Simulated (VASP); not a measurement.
# Li (Fd-3m) in VASP: single point with r2SCAN

Aim: the single point of Li with r2SCAN.

All numbers are computed with VASP 6.6.1; they aren't measurements. Logs are shortened: lines on timing, memory, paths and dates and some standing lists are left out, and cuts for length are marked.

### Step 1. The crystal as given

Symmetry: Fd-3m, No. 227, cubic system. The conventional cell has a = 5.867 Å, b = 5.867 Å, c = 5.867 Å, α = 90.00°, β = 90.00°, γ = 90.00°. Li (site symmetry -43m) is surrounded by 4 Li at 2.54 Å.

This isn't the form of Li at room conditions, which is bcc.

### Step 2. Single point, r2SCAN

File POSCAR:

```
Li
1.0
    0.0000000000      2.9332963867      2.9332963867
    2.9332963867      0.0000000000      2.9332963867
    2.9332963867      2.9332963867      0.0000000000
Li
2
Direct
   -0.1250000000     -0.1250000000     -0.1250000000
    0.1250000000      0.1250000000      0.1250000000
```

File INCAR.step1:

```
PREC = Accurate
ENCUT = 520
ISMEAR = -1
SIGMA = 0.05
LREAL = False
LASPH = True
NELM = 100
NBANDS = 10
GGA = PE
ALGO = Normal
EDIFF = 1E-4
LWAVE = True
LCHARG = False
```

File INCAR.step2:

```
PREC = Accurate
ENCUT = 520
EDIFF = 1E-6
ISMEAR = -1
SIGMA = 0.05
LREAL = False
LASPH = True
NELM = 100
ALGO = Normal
ISIF = 2
LWAVE = False
LCHARG = False
METAGGA = R2SCAN
LMIXTAU = True
NBANDS = 10
ISTART = 1
```

File KPOINTS:

```
regular mesh
0
Gamma
  9 9 9
```

Potentials or basis: VASP PAW PBE potentials, release 64 (Li_sv).

Run with:

```
$ cat potpaw_PBE.64/Li_sv/POTCAR > POTCAR
$ cp INCAR.step1 INCAR
$ mpirun -np 1 vasp_std > vasp.out
$ cp INCAR.step2 INCAR
$ mpirun -np 1 vasp_std > vasp.out
```

OUTCAR:

```text
PREC = Accurate
   ENCUT = 520
   EDIFF = 1E-6
   ISMEAR = -1
   LREAL = False
   LASPH = True
   NELM = 100
   ISIF = 2
   METAGGA = R2SCAN
   ISTART = 1

 ion  position               nearest neighbor table
   1  0.875  0.875  0.875-   2 2.54   2 2.54   2 2.54   2 2.54
   2  0.125  0.125  0.125-   1 2.54   1 2.54   1 2.54   1 2.54

  LATTYP: Found a face centered cubic cell.
 ALAT       =     5.8665927734

  Lattice vectors:

 A1 = (   0.0000000000,   2.9332963867,   2.9332963867)
 A2 = (   2.9332963867,   0.0000000000,   2.9332963867)
 A3 = (   2.9332963867,   2.9332963867,   0.0000000000)

Analysis of symmetry for initial positions (statically):
=====================================================================
 Subroutine PRICEL returns:
 Original cell was already a primitive cell.

 Routine SETGRP: Setting up the symmetry group for a
 face centered cubic supercell.

 Subroutine GETGRP returns: Found 48 space group operations
 (whereof 12 operations were pure point group operations)
 out of a pool of 48 trial point group operations.

The static configuration has the point symmetry D_3d.
 The point group associated with its full space group is O_h .

Analysis of symmetry for dynamics (positions and initial velocities):
=====================================================================
 Subroutine PRICEL returns:
 Original cell was already a primitive cell.

 Routine SETGRP: Setting up the symmetry group for a
 face centered cubic supercell.

 Subroutine GETGRP returns: Found 48 space group operations
 (whereof 12 operations were pure point group operations)
 out of a pool of 48 trial point group operations.

The dynamic configuration has the point symmetry D_3d.
 The point group associated with its full space group is O_h .

 Subroutine INISYM returns: Found 48 space group operations
 (whereof 12 operations are pure point group operations),
 and found     1 'primitive' translations

----------------------------------------------------------------------------------------

                                     Primitive cell

  volume of cell :      50.4775

  direct lattice vectors                    reciprocal lattice vectors
     0.000000000  2.933296387  2.933296387    -0.170456692  0.170456692  0.170456692
     2.933296387  0.000000000  2.933296387     0.170456692 -0.170456692  0.170456692
     2.933296387  2.933296387  0.000000000     0.170456692  0.170456692 -0.170456692

  length of vectors
     4.148307533  4.148307533  4.148307533     0.295239652  0.295239652  0.295239652

  position of ions in fractional coordinates (direct lattice)
     0.875000000  0.875000000  0.875000000
     0.125000000  0.125000000  0.125000000

  ion indices of the primitive-cell ions
   primitive index   ion index
                 1           1
                 2           2

----------------------------------------------------------------------------------------

 KPOINTS: regular mesh

Automatic generation of k-mesh.
 Grid dimensions read from file:
 generate k-points for:    9    9    9

 Generating k-lattice:

  Cartesian coordinates                     Fractional coordinates (reciprocal lattice)
    -0.018939632  0.018939632  0.018939632     0.111111111  0.000000000  0.000000000
     0.018939632 -0.018939632  0.018939632     0.000000000  0.111111111  0.000000000
     0.018939632  0.018939632 -0.018939632     0.000000000  0.000000000  0.111111111

  Length of vectors
     0.032804406  0.032804406  0.032804406

  Shift w.r.t. Gamma in fractional coordinates (k-lattice)
     0.000000000  0.000000000  0.000000000

 Subroutine IBZKPT returns following result:
 ===========================================

 Found     35 irreducible k-points:

 Following reciprocal coordinates:
            Coordinates               Weight
  0.000000  0.000000  0.000000      1.000000
  0.111111  0.000000  0.000000      8.000000
  0.222222  0.000000  0.000000      8.000000
  0.333333  0.000000  0.000000      8.000000
  0.444444  0.000000  0.000000      8.000000
  0.111111  0.111111  0.000000      6.000000
[... 16 lines left out ...]
 -0.333333  0.333333  0.000000     12.000000
  0.444444  0.444444  0.000000      6.000000
 [... further k-points ...]
   k-points           NKPTS =     35   k-points in BZ     NKDIM =     35   number of bands    NBANDS=     10
   number of dos      NEDOS =    301   number of ions     NIONS =      2
   total plane-waves  NPLWV =  32768
   dimension x,y,z NGX =    32 NGY =   32 NGZ =   32
   dimension x,y,z NGXF=    64 NGYF=   64 NGZF=   64
   ions per type =               2
   NGX,Y,Z   is equivalent  to a cutoff of  12.82, 12.82, 12.82 a.u.
   NGXF,Y,Z  is equivalent  to a cutoff of  25.65, 25.65, 25.65 a.u.
 SYSTEM =  unknown system
   PREC   = accura    normal or accurate (medium, high low for compatibility)
   ISTART =      1    job   : 0-new  1-cont  2-samecut
   ICHARG =      0    charge: 1-file 2-atom 10-const
   ISPIN  =      1    spin polarized calculation?
   LNONCOLLINEAR =      F non collinear calculations
   LSORBIT =      F    spin-orbit coupling
   LASPH  =      T    aspherical Exc in radial PAW
   ENCUT  =  520.0 eV  38.22 Ry    6.18 a.u.   7.71  7.71  7.71*2*pi/ulx,y,z
   NELM   =    100;   NELMIN=  2; NELMDL=  0     # of ELM steps
   EDIFF  = 0.1E-05   stopping-criterion for ELM
   LREAL  =      F    real-space projection
   EDIFFG = 0.1E-04   stopping-criterion for IOM
   NSW    =      0    number of steps for IOM
   IBRION =     -1    ionic relax: 0-MD 1-quasi-New 2-CG
   NFREE  =      0    steps in history (QN), initial steepest desc. (CG)
   ISIF   =      2    stress and relaxation
   ISYM   =      2    0-nonsym 1-usesym 2-fastsym
   POTIM  = 0.5000    time-step for ionic-motion
   TEBEG  =    0.0;   TEEND  =   0.0 temperature during run
   PSTRESS=    0.0 pullay stress
   NELECT =       6.0000    total number of electrons
   NUPDOWN=      -1.0000    fix difference up-down
   EMIN   =  10.00;   EMAX   =-10.00  energy-range for DOS
   EFERMI =   0.00;   METHOD = LEGACY
   ISMEAR =    -1;   SIGMA  =   0.05  broadening in eV -4-tet -1-fermi 0-gaus
   EFERMI_NEDOS =   21; number of points for ismear=-14 and -15
   IALGO  =     38    algorithm
   IMIX   =      4    mixing-type and parameters
     AMIX     =   0.40;   BMIX     =  1.00
     AMIX_MAG =   1.60;   BMIX_MAG =  1.00
  volume/ion in A,a.u.               =      25.24       170.32
  Fermi-wavevector in a.u.,A,eV,Ry     =   0.804932  1.521101  8.815430  0.647916
  Thomas-Fermi vector in A             =   1.913082
   LORBIT       =      0    0 simple, 1 ext, 2 COOP (PROOUT), +10 PAW based schemes
   METAGGA = R2SCAN    functional components
   LHFCALC =     F    Hartree Fock is set to
   AEXX    =    0.0000 exact exchange contribution
   IVDW    =     0    specifies the selected vdW correction
   LEPSILON=     F    determine dielectric tensor
   LRPA    =     F    only Hartree local field effects (RPA)
 non-spin polarized calculation
  energy-cutoff  :      520.00
  volume of cell :       50.48
 maximum number of plane-waves:      1372
   NGX = 15   NGY = 15   NGZ = 15

 number of electron       6.0000008 magnetization

 Free energy of the ion-electron system (eV)
  ---------------------------------------------------
  ext. energy  EPLUGINS =         0.00000000
  ---------------------------------------------------
  free energy    TOTEN  =        -3.71690357 eV

  energy without entropy =       -3.71225355  energy(sigma->0) =       -3.71457856

 E-fermi :   0.3898     XC(G=0):  -6.8847

 val. band max:        0.3582990452   @ k =   0.4444   0.0000   0.0000
 cond. band min:       0.4660123819   @ k =  -0.4444   0.4444   0.0000
 fundamental gap:      0.1077133367
 Fermi energy:         0.3897726422

 k-point     1 :       0.0000    0.0000    0.0000
  band No.  band energies     occupation
      1     -49.2396      2.00000
      2     -49.1604      2.00000
      3      -3.3683      2.00000
      4       6.5835      0.00000
      5       6.5835      0.00000
      6       6.5844      0.00000
      7       7.6490      0.00000
      8       7.6490      0.00000
      9       7.6496      0.00000
     10      12.7191      0.00000

 k-point     2 :       0.1111    0.0000    0.0000
  band No.  band energies     occupation
      1     -49.2378      2.00000
      2     -49.1621      2.00000
      3      -3.2324      2.00000
      4       5.1856      0.00000
      5       6.1311      0.00000
      6       6.1318      0.00000
      7       8.2256      0.00000
      8       8.2262      0.00000
      9       8.8134      0.00000
     10      11.6841      0.00000

 k-point     3 :       0.2222    0.0000    0.0000
  band No.  band energies     occupation
      1     -49.2328      2.00000
      2     -49.1669      2.00000
      3      -2.8260      2.00000
      4       3.3773      0.00000
      5       5.5897      0.00000
      6       5.5904      0.00000
      7       8.6761      0.00000
      8       8.6765      0.00000
      9       9.9449      0.00000
     10      10.7591      0.00000

 k-point     4 :       0.3333    0.0000    0.0000
  band No.  band energies     occupation
      1     -49.2260      2.00000
      2     -49.1735      2.00000
      3      -2.1623      2.00000
      4       1.7095      0.00000
      5       5.2453      0.00000
      6       5.2460      0.00000
      7       8.2999      0.00000
      8       8.3001      0.00000
      9      10.1643      0.00000
     10      10.6579      0.00000

 k-point     5 :       0.4444    0.0000    0.0000
  band No.  band energies     occupation
      1     -49.2205      2.00000
      2     -49.1790      2.00000
      3      -1.3290      2.00000
      4       0.3583      1.30474
      5       5.0902      0.00000
      6       5.0909      0.00000
      7       7.9289      0.00000
      8       7.9291      0.00000
      9       9.8863      0.00000
     10      10.9953      0.00000

 k-point     6 :       0.1111    0.1111    0.0000
  band No.  band energies     occupation
      1     -49.2372      2.00000
      2     -49.1627      2.00000
      3      -3.1862      2.00000
      4       5.3940      0.00000
      5       5.3945      0.00000
      6       6.2876      0.00000
      7       7.5125      0.00000
      8       9.1061      0.00000
      9       9.1066      0.00000
     10      10.0022      0.00000
[... 183 lines left out ...]
 k-point    21 :       0.4444    0.3333    0.0000
  band No.  band energies     occupation
      1     -49.2129      2.00000
      2     -49.1864      2.00000
      3      -1.0153      2.00000
      4       2.2936      0.00000
      5       2.5222      0.00000
      6       3.1322      0.00000
      7       6.6411      0.00000
      8       7.3890      0.00000
      9      12.9551      0.00000
     10      13.7292      0.00000

 k-point    22 :      -0.4444    0.3333    0.0000
  band No.  band energies     occupation
      1     -49.2072      2.00000
      2     -49.1920      2.00000
      3      -0.1205      1.99993
      4       1.1371      0.00000
      5       1.7832      0.00000
      6       3.2765      0.00000
      7       6.7067      0.00000
      8       8.8747      0.00000
      9      12.3583      0.00000
     10      14.1326      0.00000

 k-point    23 :      -0.3333    0.3333    0.0000
  band No.  band energies     occupation
      1     -49.2096      2.00000
      2     -49.1896      2.00000
      3      -0.2294      1.99999
      4       1.2245      0.00000
      5       1.4357      0.00000
      6       3.7232      0.00000
      7       6.9582      0.00000
      8      10.5660      0.00000
      9      11.6116      0.00000
     10      12.4899      0.00000

 k-point    24 :       0.4444    0.4444    0.0000
  band No.  band energies     occupation
      1     -49.2064      2.00000
      2     -49.1927      2.00000
      3      -0.3884      2.00000
      4       1.3131      0.00000
      5       2.8678      0.00000
      6       2.8682      0.00000
      7       6.4771      0.00000
      8       6.5678      0.00000
      9      14.7133      0.00000
     10      14.7141      0.00000

 [... further k-points ...]
[... 5 lines left out ...]
  --------------------------------------------------------------------------------------
  -------------------------------------------------------------------------------------
  Total       -0.0896986     -0.0896986     -0.0896986     -0.0000000      0.0000000     -0.0000000
  in kB       -2.8470723     -2.8470723     -2.8470723     -0.0000000      0.0000000     -0.0000000
  external PRESSURE =      -2.8470723 kB  Pullay stress =       0.0000000 kB

 VOLUME and BASIS-vectors are now :
 -----------------------------------------------------------------------------
  energy-cutoff  :      520.00
  volume of cell :       50.48
      direct lattice vectors                 reciprocal lattice vectors
     0.000000000  2.933296387  2.933296387    -0.170456692  0.170456692  0.170456692
     2.933296387  0.000000000  2.933296387     0.170456692 -0.170456692  0.170456692
     2.933296387  2.933296387  0.000000000     0.170456692  0.170456692 -0.170456692

 POSITION                                       TOTAL-FORCE (eV/Angst)
 -----------------------------------------------------------------------------------
      5.13327      5.13327      5.13327        -0.000000     -0.000000     -0.000000
      0.73332      0.73332      0.73332         0.000000      0.000000      0.000000
 -----------------------------------------------------------------------------------
    total drift:                                0.000000      0.000000      0.000000

  FREE ENERGIE OF THE ION-ELECTRON SYSTEM (eV)
  ---------------------------------------------------
  free  energy   TOTEN  =        -3.7169035732 eV

  energy  without entropy=       -3.7122535535  energy(sigma->0) =       -3.71457856
```

Run time: 72 s. Hardware: 1 thread of Intel Xeon Platinum 8375C at 2.90GHz (Ice Lake), shared host; peak memory 0.17 GiB.

What came out:

- Free energy: -3.7169 eV
- Band gap on the k mesh: none (metal or under the smearing width)

Levels at points of the mesh, in eV from the Fermi level:
| k point | band 1 | band 2 | band 3 | band 4 | band 5 | band 6 |
| --- | --- | --- | --- | --- | --- | --- |
| (0.00, 0.00, 0.00) | -49.63 | -49.55 | -3.76 | 6.19 | 6.19 | 6.19 |

Caveat: the cutoff is under 1.25 times the usual one of these potentials, so pressure, stress and relaxed cells hold a basis-set (Pulay) error; the PAW data sets were made with another functional, which shifts forces and pressure a little.
